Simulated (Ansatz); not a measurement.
## Pd(111) with 4 layers of random Pd-Ir, 2x2: scattering by chemical disorder

Wanted: resistance against the alloy's length, first Pd(111) with 4 layers of random Pd-Ir, 2x2.

Program: Ansatz 0.2.0. Level of theory: Ansatz plane-wave DFT, PBE, PAW files; ballistic transport by layer matching (Landauer), zero bias; PAW set soft_1. Results are calculated unless marked as measured.

## Step 1: The structure

The cell holds 40 atoms: 36 Pd and 4 Ir. Its edges and angles: a = 5.501 Å, b = 5.501 Å, c = 22.514 Å, α = 93.5°, β = 86.5°, γ = 120.0°. It derives from Pd. Regions: lead, 24 atoms (24 Pd); scattering region, 16 atoms (4 Ir and 12 Pd). The structure is stacked along c, and the current runs across the ab planes.

## Step 2: With 4 alloy layers

In 4 layers a share of 0.25 of the sites is given to Ir at random. The layers about the cell's end stay perfect and serve as the lead. Disorder leaves little or no symmetry, which makes such runs dear. Energies from -0.05 to 0.05 eV in steps of 0.05 eV are too few for the program's thermal sum, so it prints no conductance; for a metal the transmission near the Fermi level serves, at a fraction of the cost.

The input, input.yaml:

```yaml
crystal:
  lattice:
    - [5.5010079149, 0.0, 0.0]
    - [-2.7505039575, 4.7640126007, 0.0]
    - [1.3752519787, -0.7940021001, 22.4577707709]
  atoms:
    - { symbol: Pd, position: [0.9916666667, 0.0083333333, 0.05] }
    - { symbol: Pd, position: [0.9916666667, 0.5083333333, 0.05] }
    - { symbol: Pd, position: [0.4916666667, 0.0083333333, 0.05] }
    - { symbol: Pd, position: [0.4916666667, 0.5083333333, 0.05] }
    - { symbol: Pd, position: [0.1416666667, 0.3583333333, 0.15] }
    - { symbol: Pd, position: [0.1416666667, 0.8583333333, 0.15] }
    - { symbol: Pd, position: [0.6416666667, 0.3583333333, 0.15] }
    - { symbol: Pd, position: [0.6416666667, 0.8583333333, 0.15] }
    - { symbol: Pd, position: [0.2916666667, 0.2083333333, 0.25] }
    - { symbol: Pd, position: [0.2916666667, 0.7083333333, 0.25] }
    - { symbol: Pd, position: [0.7916666667, 0.2083333333, 0.25] }
    - { symbol: Pd, position: [0.7916666667, 0.7083333333, 0.25] }
    - { symbol: Ir, position: [0.9416666667, 0.0583333333, 0.35] }
    - { symbol: Pd, position: [0.9416666667, 0.5583333333, 0.35] }
    - { symbol: Pd, position: [0.4416666667, 0.0583333333, 0.35] }
    - { symbol: Pd, position: [0.4416666667, 0.5583333333, 0.35] }
    - { symbol: Pd, position: [0.0916666667, 0.4083333333, 0.45] }
    - { symbol: Pd, position: [0.0916666667, 0.9083333333, 0.45] }
    - { symbol: Ir, position: [0.5916666667, 0.4083333333, 0.45] }
    - { symbol: Pd, position: [0.5916666667, 0.9083333333, 0.45] }
    - { symbol: Pd, position: [0.2416666667, 0.2583333333, 0.55] }
    - { symbol: Pd, position: [0.2416666667, 0.7583333333, 0.55] }
    - { symbol: Pd, position: [0.7416666667, 0.2583333333, 0.55] }
    - { symbol: Pd, position: [0.7416666667, 0.7583333333, 0.55] }
    - { symbol: Ir, position: [0.8916666667, 0.1083333333, 0.65] }
    - { symbol: Pd, position: [0.8916666667, 0.6083333333, 0.65] }
    - { symbol: Pd, position: [0.3916666667, 0.1083333333, 0.65] }
    - { symbol: Ir, position: [0.3916666667, 0.6083333333, 0.65] }
    - { symbol: Pd, position: [0.0416666667, 0.4583333333, 0.75] }
    - { symbol: Pd, position: [0.0416666667, 0.9583333333, 0.75] }
    - { symbol: Pd, position: [0.5416666667, 0.4583333333, 0.75] }
    - { symbol: Pd, position: [0.5416666667, 0.9583333333, 0.75] }
    - { symbol: Pd, position: [0.1916666667, 0.3083333333, 0.85] }
    - { symbol: Pd, position: [0.1916666667, 0.8083333333, 0.85] }
    - { symbol: Pd, position: [0.6916666667, 0.3083333333, 0.85] }
    - { symbol: Pd, position: [0.6916666667, 0.8083333333, 0.85] }
    - { symbol: Pd, position: [0.8416666667, 0.1583333333, 0.95] }
    - { symbol: Pd, position: [0.8416666667, 0.6583333333, 0.95] }
    - { symbol: Pd, position: [0.3416666667, 0.1583333333, 0.95] }
    - { symbol: Pd, position: [0.3416666667, 0.6583333333, 0.95] }
kpoints:
  mp_grid: { grid: [5, 5, 1] }
hamiltonian:
  xc: pbe
  pseudopotentials: { kind: paw, azcp: { folder: soft_1 } }
scf:
  occupations: { method: fermi_dirac, width: 0.1 }
output:
  transmission:
    leads: [[0, 4]]
    kmesh: [10, 10]
    e_range: [-0.05, 0.05]
    de: 0.05
  write_potential: true
  write_density: true
  volumetric_format: npy
```

Command:

```bash
ansatz run input.yaml --threads 4 --pin off --max-ram 15360MiB --backend cpu --events-out ev --progress --plain --runs-dir out
```

Numbers of over 12 decimals in the logs are rounded to 6 here.

The program printed:

```text
Engine: ansatz 0.2.0, x86_64-unknown-linux-gnu
Pseudopotentials: kind: paw
Pseudopotential: Pd, paw, valence charge 18, recommended cutoff 420 eV (normal), soft_1/Pd.paw.azcp
Pseudopotential: Ir, paw, valence charge 17, recommended cutoff 420 eV (normal), soft_1/Ir.paw.azcp
Functional definition: PBE
  parameter kappa = 0.804
  parameter beta = 0.066725
  exchange = pbe_x(kappa = kappa, mu = beta*pi^2/3)
  correlation = pbe_c(beta = beta)
Crystal: 40 atoms, lattice volume = 588.548 Å³
Basis set: ecut = 420 eV, 11489 PW (Γ)
Bands: 430, of which v1, the nominal top of the filled ones, is band 358 counted from 1 (357 counted from 0)
Symmetry: 2 space group operations
Space group: Cm (ITA 8), of the structure as read, at distance tolerance 8.4e-5 Å
k-points: 9 of 25 (time reversal used)
Non-local potential: Pd, projectors of the file, l = 0: 2, l = 1: 2, l = 2: 2, l = 3: 1
Non-local potential: Ir, projectors of the file, l = 0: 3, l = 1: 2, l = 2: 2, l = 3: 1
PAW form: soft (Blöchl's): semilocal exchange-correlation on the pseudo side does not see the compensation charge
PAW one-centre angular grid: Pd, 590 points (default); XC on 64 Gauss nodes
PAW one-centre angular grid: Ir, 590 points (default); XC on 64 Gauss nodes
Initial density: superposition of atomic densities (chi_scale 0.1, normalization cell)
Initial wavefunctions: pseudopotential atomic-orbital guess
Functional: x = pbe(κ = 0.804, μ = 0.219515), c = pbe(β = 0.066725)
SCF iter   1: F=—  HF=-298832.001132 eV  |F-HF|=—  |Δ(HF+E_count)|=         —  Δρ=1.97e-1  dr2=8.97e2  ethr=3.10e-3  ⟨swp⟩=4.7  Hψ=11456  notcnv=0  defer=94
preconditioner: auto → Kerker (q_TF=auto, 2.819 Å⁻¹)  [metal: Δε(μ)=0.002 eV  Ē_g=8.120 eV  σ=0.100 eV  W_gap=0.01  n_scr=240 (ndim 8)  ℏωp=30.5 eV  f_vac=0.000  D(μ)=69.61/eV (n_scr^D=956)]
SCF iter   2: F=—  HF=-298780.990547 eV  |F-HF|=—  |Δ(HF+E_count)|=    5.10e1  Δρ=8.12e-2  dr2=1.25e2  ethr=3.10e-3  ⟨swp⟩=2.1  Hψ=7121  notcnv=0  defer=335
SCF iter   3: F=—  HF=-298772.378285 eV  |F-HF|=—  |Δ(HF+E_count)|=    8.61e0  Δρ=4.27e-2  dr2=6.83e1  ethr=3.10e-3  ⟨swp⟩=2.0  Hψ=6325  notcnv=0  defer=350
SCF iter   4: F=—  HF=-298771.271868 eV  |F-HF|=—  |Δ(HF+E_count)|=    1.11e0  Δρ=1.41e-2  dr2=5.89e0  ethr=3.10e-3  ⟨swp⟩=2.0  Hψ=4596  notcnv=0  defer=364
SCF iter   5: F=—  HF=-298771.344080 eV  |F-HF|=—  |Δ(HF+E_count)|=   7.22e-2  Δρ=1.14e-2  dr2=5.94e0  ethr=8.22e-4  ⟨swp⟩=1.0  Hψ=3500  notcnv=0  defer=370
SCF iter   6: F=—  HF=-298771.252909 eV  |F-HF|=—  |Δ(HF+E_count)|=   9.12e-2  Δρ=7.04e-3  dr2=3.32e0  ethr=8.22e-4  ⟨swp⟩=1.0  Hψ=3500  notcnv=0  defer=370
SCF iter   7: F=—  HF=-298771.208007 eV  |F-HF|=—  |Δ(HF+E_count)|=   4.49e-2  Δρ=2.98e-3  dr2=4.83e-1  ethr=4.64e-4  ⟨swp⟩=1.0  Hψ=3500  notcnv=0  defer=370
SCF iter   8: F=—  HF=-298771.197846 eV  |F-HF|=—  |Δ(HF+E_count)|=   1.02e-2  Δρ=6.75e-4  dr2=2.81e-2  ethr=6.75e-5  ⟨swp⟩=1.0  Hψ=3500  notcnv=0  defer=370
SCF iter   9: F=—  HF=-298771.197576 eV  |F-HF|=—  |Δ(HF+E_count)|=   2.69e-4  Δρ=5.67e-5  dr2=9.68e-5  ethr=3.93e-6  ⟨swp⟩=1.0  Hψ=3500  notcnv=0  defer=370
SCF iter  10: F=—  HF=-298771.198176 eV  |F-HF|=—  |Δ(HF+E_count)|=   5.99e-4  Δρ=2.19e-5  dr2=3.19e-5  ethr=1.35e-8  ⟨swp⟩=1.7  Hψ=3988  notcnv=0  defer=370
SCF iter  11: F=—  HF=-298771.198175 eV  |F-HF|=—  |Δ(HF+E_count)|=   5.76e-7  Δρ=5.27e-6  dr2=1.33e-6  ethr=4.45e-9  ⟨swp⟩=1.0  Hψ=3500  notcnv=0  defer=370
SCF iter  12: F=—  HF=-298771.198175 eV  |F-HF|=—  |Δ(HF+E_count)|=   2.86e-8  Δρ=2.05e-6  dr2=1.55e-7  ethr=1.86e-10  ⟨swp⟩=1.1  Hψ=3501  notcnv=0  defer=370
SCF iter  13: F=-298771.198175 eV  HF=-298771.198175 eV  |F-HF|=1.37e-8  |Δ(HF+E_count)|=   1.63e-9  Δρ=5.17e-7  dr2=1.43e-8  ethr=1.40e-11  ⟨swp⟩=8.8  Hψ=12589  notcnv=0
SCF 1 converged in 13 iterations: F = -298771.198175 eV  dr2 = 1.43e-8
  greatest PAW one-centre occupation: 1.000 electrons in one spin orbital (limit 2), on the Ir atom at site 24 (counted from 0), in its partial waves of l = 0
transmission: 112 of 1085 steps passed
transmission: 220 of 1085 steps passed
[...]
transmission: 1085 of 1085 steps passed
SCF converged after 13 iterations
Free energy (F): -298771.198175 eV
Harris-Foulkes:  -298771.198175 eV  (|F-HF|=1.37e-8)
Internal energy: -298769.019288 eV  (E = F + TS)
E sigma→0 (E₀):  -298770.108732 eV
Entropy (-TS):   -2.178887 eV (-54.472 meV/atom)
Fermi energy:    20.241880 eV
--- Per-component energies (eV) ---
  E_band       = -5384.444341
  E_kinetic    = 18309.896679
  E_local      = -70561.602527  (includes V_loc(G=0)·N_el)
  E_nonlocal   = 14100.083222
  E_hartree    = 28288.710674
  E_xc         = -5913.043172
  E_vxc        = -7341.034161  (∫ρ·V_xc dr)
  E_paw        = -174244.958501  (= ΣΔE_a)
  E_vpaw       = -16469.217239  (= ΣTr[D̂ρ^β])
  E_aug_tail   = 0.010134  (compensation charges beyond the density's cutoff)
  E_ewald      = -108748.115798
  E_smearing   = -2.178887  (= −TS)
  E_closure    = -0.000000  (closes the sum)
  Σ components = -298771.198175   (vs F -298771.198175, Δ=0.00e0)
--- Band table (eV; the first three rows and the last of 9) ---
  k-point 0: bands = [... 354 lower, 20.3753, 20.3977, 20.4093, 20.4287, 20.4454, 20.4627, 20.4962, 20.5591, ... 68 higher]
  k-point 1: bands = [... 354 lower, 20.2459, 20.2654, 20.2814, 20.3024, 20.3297, 20.3446, 20.3698, 20.3962, ... 68 higher]
  k-point 2: bands = [... 354 lower, 20.1175, 20.1429, 20.1649, 20.1778, 20.2262, 20.2401, 20.2725, 20.3260, ... 68 higher]
  k-point 8: bands = [... 354 lower, 20.1251, 20.1378, 20.1644, 20.1723, 20.1967, 20.2373, 20.2671, 20.3033, ... 68 higher]
--- Transmission ---
  basis      : 235 plane waves across, 35 finite elements along
  points     : 31, standing for a mesh of 10 x 10
  energies   : 3 from -0.050000 to 0.050000 eV about the Fermi level, 0.050000 eV apart; the leads are filled to 0.000000 eV, and channels, transmission and decay are at 0.000000 eV
  crystal 0  : Pd4, at the sites [0, 4], period 2.2458 Å, over 13.47 Å; its Hamiltonian steps by up to 30.1 meV: too much for a lead, lay more layers or, if its atoms are ordered, name the step of that order
    offset         : up to 0.0000 Å between an atom of the period and one for which it stands
    channels       : 5.350000e0 a spin
    conductance    : none, the energies end too early or step too widely for 300 K: set another output.transmission.e_range or a lower de, or, where they end at an eighth of basis.ecutwfc, a higher one
  junction   : crystal 0 to crystal 0, 0.70 to 20.91 Å
    transmission   : 2.548124e0 a spin
    conductance    : none, the energies end too early or step too widely for 300 K: set another output.transmission.e_range or a lower de, or, where they end at an eighth of basis.ecutwfc, a higher one
```

Elapsed: 3.4 min, on 4 threads of Intel Xeon 6975P-C (Granite Rapids), shared host; peak memory 5.1 GiB; 13 min of CPU time.

Numbers from this step:

* free energy: -298771.1982 eV
* energy at zero smearing: -298770.1087 eV
* Fermi energy: 20.24 eV
* cell area: 26.21 Å²
* transmission per spin nearest the Fermi level: 2.548
* open channels per spin nearest the Fermi level: 5.35
* step of the lead's potential: 30.1 meV

Per spin. The transmission, zone mean by energy, zero at the Fermi level:

```tsv
energy (eV)	transmission, zone mean
-0.0500	2.90
0.0000	2.55
0.0500	2.21
```

Per spin. Open channels, zone mean, lead against energy, zero at the Fermi level:

```tsv
energy (eV)	open channels, zone mean, lead
-0.0500	6.45
0.0000	5.35
0.0500	4.73
```

Transmission over k1 and k2. At 0.0000 eV from the Fermi level.

Ten even steps from '_' (1.95) to '@' (3.82):
```
::++--..==##--....__
__--==__..++++____..
::..__--__--::--__..
--==..__@@**__::++--
@@##++--**##**--++##
----++::__**@@__..==
::..__--::--__--__..
__..____++++..__==--
::__....--##==..--++
##::__::--@@--::__::
```
Columns: k1 (b1) from -0.5 to 0.4; rows upwards: k2 (b2) from -0.5 to 0.4.

Open channels over k1 and k2. At 0.0000 eV from the Fermi level.

Ten even steps from '_' (3.0) to '@' (10.0):
```
++##::::::##++..__..
..::::::::::::..____
..::::::..::::::....
++::::..++++..::::++
@@##::::++++++::::##
++++::::..++++..::::
......::::::..::::::
..____..::::::::::::
++..__..++##::::::##
@@++....++@@++....++
```
Columns: k1 (b1) from -0.5 to 0.4; rows upwards: k2 (b2) from -0.5 to 0.4.

Over the solved energies the transmission per spin lies between 2.21 and 2.90, out of 5.51 channels of the lead on average (up to 6.45). The log calls the step of a lead's potential too much.

## Step 3: With 8 alloy layers

In 8 layers a share of 0.25 of the sites is given to Ir at random. A fresh draw is used; the growth of the resistance with length is what counts.

System of this step: Pd(111) with 8 layers of random Pd-Ir, 2x2. The cell holds 56 atoms: 48 Pd and 8 Ir. Cell: a = 5.501 Å, b = 5.501 Å, c = 31.481 Å, α = 87.5°, β = 92.5°, γ = 120.0°. It derives from Pd. Regions: lead, 24 atoms (24 Pd); scattering region, 32 atoms (24 Pd and 8 Ir). The structure is stacked along c, and the current runs across the ab planes.

The input, input.yaml:

```yaml
crystal:
  lattice:
    - [5.5010079149, 0.0, 0.0]
    - [-2.7505039575, 4.7640126007, 0.0]
    - [-1.3752519787, 0.7940021001, 31.4408790793]
  atoms:
    - { symbol: Pd, position: [0.005952381, 0.994047619, 0.0357142857] }
    - { symbol: Pd, position: [0.005952381, 0.494047619, 0.0357142857] }
    - { symbol: Pd, position: [0.505952381, 0.994047619, 0.0357142857] }
    - { symbol: Pd, position: [0.505952381, 0.494047619, 0.0357142857] }
    - { symbol: Pd, position: [0.1845238095, 0.3154761905, 0.1071428571] }
    - { symbol: Pd, position: [0.1845238095, 0.8154761905, 0.1071428571] }
    - { symbol: Pd, position: [0.6845238095, 0.3154761905, 0.1071428571] }
    - { symbol: Pd, position: [0.6845238095, 0.8154761905, 0.1071428571] }
    - { symbol: Pd, position: [0.3630952381, 0.1369047619, 0.1785714286] }
    - { symbol: Pd, position: [0.3630952381, 0.6369047619, 0.1785714286] }
    - { symbol: Pd, position: [0.8630952381, 0.1369047619, 0.1785714286] }
    - { symbol: Pd, position: [0.8630952381, 0.6369047619, 0.1785714286] }
    - { symbol: Pd, position: [0.0416666667, 0.9583333333, 0.25] }
    - { symbol: Pd, position: [0.0416666667, 0.4583333333, 0.25] }
    - { symbol: Pd, position: [0.5416666667, 0.9583333333, 0.25] }
    - { symbol: Pd, position: [0.5416666667, 0.4583333333, 0.25] }
    - { symbol: Pd, position: [0.2202380952, 0.2797619048, 0.3214285714] }
    - { symbol: Pd, position: [0.2202380952, 0.7797619048, 0.3214285714] }
    - { symbol: Pd, position: [0.7202380952, 0.2797619048, 0.3214285714] }
    - { symbol: Pd, position: [0.7202380952, 0.7797619048, 0.3214285714] }
    - { symbol: Pd, position: [0.3988095238, 0.1011904762, 0.3928571429] }
    - { symbol: Ir, position: [0.3988095238, 0.6011904762, 0.3928571429] }
    - { symbol: Pd, position: [0.8988095238, 0.1011904762, 0.3928571429] }
    - { symbol: Pd, position: [0.8988095238, 0.6011904762, 0.3928571429] }
    - { symbol: Ir, position: [0.0773809524, 0.9226190476, 0.4642857143] }
    - { symbol: Pd, position: [0.0773809524, 0.4226190476, 0.4642857143] }
    - { symbol: Pd, position: [0.5773809524, 0.9226190476, 0.4642857143] }
    - { symbol: Ir, position: [0.5773809524, 0.4226190476, 0.4642857143] }
    - { symbol: Ir, position: [0.255952381, 0.244047619, 0.5357142857] }
    - { symbol: Pd, position: [0.255952381, 0.744047619, 0.5357142857] }
    - { symbol: Pd, position: [0.755952381, 0.244047619, 0.5357142857] }
    - { symbol: Pd, position: [0.755952381, 0.744047619, 0.5357142857] }
    - { symbol: Pd, position: [0.4345238095, 0.0654761905, 0.6071428571] }
    - { symbol: Pd, position: [0.4345238095, 0.5654761905, 0.6071428571] }
    - { symbol: Pd, position: [0.9345238095, 0.0654761905, 0.6071428571] }
    - { symbol: Pd, position: [0.9345238095, 0.5654761905, 0.6071428571] }
    - { symbol: Pd, position: [0.1130952381, 0.8869047619, 0.6785714286] }
    - { symbol: Ir, position: [0.1130952381, 0.3869047619, 0.6785714286] }
    - { symbol: Pd, position: [0.6130952381, 0.8869047619, 0.6785714286] }
    - { symbol: Pd, position: [0.6130952381, 0.3869047619, 0.6785714286] }
    - { symbol: Ir, position: [0.2916666667, 0.2083333333, 0.75] }
    - { symbol: Pd, position: [0.2916666667, 0.7083333333, 0.75] }
    - { symbol: Ir, position: [0.7916666667, 0.2083333333, 0.75] }
    - { symbol: Ir, position: [0.7916666667, 0.7083333333, 0.75] }
    - { symbol: Pd, position: [0.4702380952, 0.0297619048, 0.8214285714] }
    - { symbol: Pd, position: [0.4702380952, 0.5297619048, 0.8214285714] }
    - { symbol: Pd, position: [0.9702380952, 0.0297619048, 0.8214285714] }
    - { symbol: Pd, position: [0.9702380952, 0.5297619048, 0.8214285714] }
    - { symbol: Pd, position: [0.1488095238, 0.8511904762, 0.8928571429] }
    - { symbol: Pd, position: [0.1488095238, 0.3511904762, 0.8928571429] }
    - { symbol: Pd, position: [0.6488095238, 0.8511904762, 0.8928571429] }
    - { symbol: Pd, position: [0.6488095238, 0.3511904762, 0.8928571429] }
    - { symbol: Pd, position: [0.3273809524, 0.1726190476, 0.9642857143] }
    - { symbol: Pd, position: [0.3273809524, 0.6726190476, 0.9642857143] }
    - { symbol: Pd, position: [0.8273809524, 0.1726190476, 0.9642857143] }
    - { symbol: Pd, position: [0.8273809524, 0.6726190476, 0.9642857143] }
kpoints:
  mp_grid: { grid: [5, 5, 1] }
hamiltonian:
  xc: pbe
  pseudopotentials: { kind: paw, azcp: { folder: soft_1 } }
scf:
  occupations: { method: fermi_dirac, width: 0.1 }
output:
  transmission:
    leads: [[0, 4]]
    kmesh: [10, 10]
    e_range: [-0.05, 0.05]
    de: 0.05
  write_potential: true
  write_density: true
  volumetric_format: npy
```

The program printed:

```text
[...]
Crystal: 56 atoms, lattice volume = 823.967 Å³
Basis set: ecut = 420 eV, 16079 PW (Γ)
Bands: 600, of which v1, the nominal top of the filled ones, is band 500 counted from 1 (499 counted from 0)
Symmetry: 1 space group operations
[...]
k-points: 13 of 25 (time reversal used)
[...]
SCF iter   1: F=—  HF=-430291.379220 eV  |F-HF|=—  |Δ(HF+E_count)|=         —  Δρ=2.13e-1  dr2=3.41e3  ethr=3.10e-3  ⟨swp⟩=4.6  Hψ=23061  notcnv=0  defer=267
[...]
SCF iter  14: F=-430192.828569 eV  HF=-430192.828569 eV  |F-HF|=1.67e-8  |Δ(HF+E_count)|=   1.40e-9  Δρ=2.42e-7  dr2=1.69e-8  ethr=1.00e-11  ⟨swp⟩=1.5  Hψ=7967  notcnv=0
SCF 1 converged in 14 iterations: F = -430192.828569 eV  dr2 = 1.69e-8
[...]
transmission: 258 of 2548 steps passed
transmission: 512 of 2548 steps passed
[...]
transmission: 2548 of 2548 steps passed
SCF converged after 14 iterations
Free energy (F): -430192.828569 eV
[...]
Internal energy: -430189.832907 eV  (E = F + TS)
E sigma→0 (E₀):  -430191.330738 eV
Entropy (-TS):   -2.995662 eV (-53.494 meV/atom)
Fermi energy:    20.450808 eV
[...]
--- Band table (eV; the first three rows and the last of 13) ---
  k-point 0: bands = [... 496 lower, 20.6249, 20.6329, 20.6534, 20.6622, 20.6852, 20.6932, 20.7022, 20.7352, ... 96 higher]
  k-point 1: bands = [... 496 lower, 20.4796, 20.4981, 20.5054, 20.5205, 20.5478, 20.5603, 20.5829, 20.6442, ... 96 higher]
  k-point 2: bands = [... 496 lower, 20.3525, 20.3639, 20.3807, 20.3860, 20.4078, 20.4241, 20.4627, 20.4953, ... 96 higher]
  k-point 12: bands = [... 496 lower, 20.3533, 20.3709, 20.3906, 20.4245, 20.4407, 20.4480, 20.4631, 20.4712, ... 96 higher]
--- Transmission ---
  basis      : 235 plane waves across, 49 finite elements along
  points     : 52, standing for a mesh of 10 x 10
[...]
channels       : 5.470000e0 a spin
[...]
junction   : crystal 0 to crystal 0, 2.94 to 32.14 Å
    transmission   : 2.072833e0 a spin
[...]
```

Wall time 8.9 min (4 threads); peak memory 9.7 GiB.

Numbers from this step:

```yaml
free_energy: -430192.8286 eV
energy_at_zero_smearing: -430191.3307 eV
fermi_energy: 20.45 eV
transmission_per_spin_nearest_the_fermi_level: 2.073
open_channels_per_spin_nearest_the_fermi_level: 5.47
step_of_the_lead_s_potential: 3.9 meV
```

Per spin. The transmission, zone mean by energy, zero at the Fermi level:

```tsv
energy (eV)	transmission, zone mean
-0.0500	2.29
0.0000	2.07
0.0500	1.77
```

Over the solved energies the transmission per spin lies between 1.77 and 2.29, out of 5.43 channels of the lead on average (up to 6.31).

(Part 1 of 2 ends here.)

[Logs are printed without paths, hosts, clocks, repeated set-up lines and the standing remarks that a program may print on its own settings, such as how far it seeks lower states.]

[Hosts, paths, dates, database ids (printed as entryN), source tags and the programs' standing remarks are cut or masked in the printed files.]
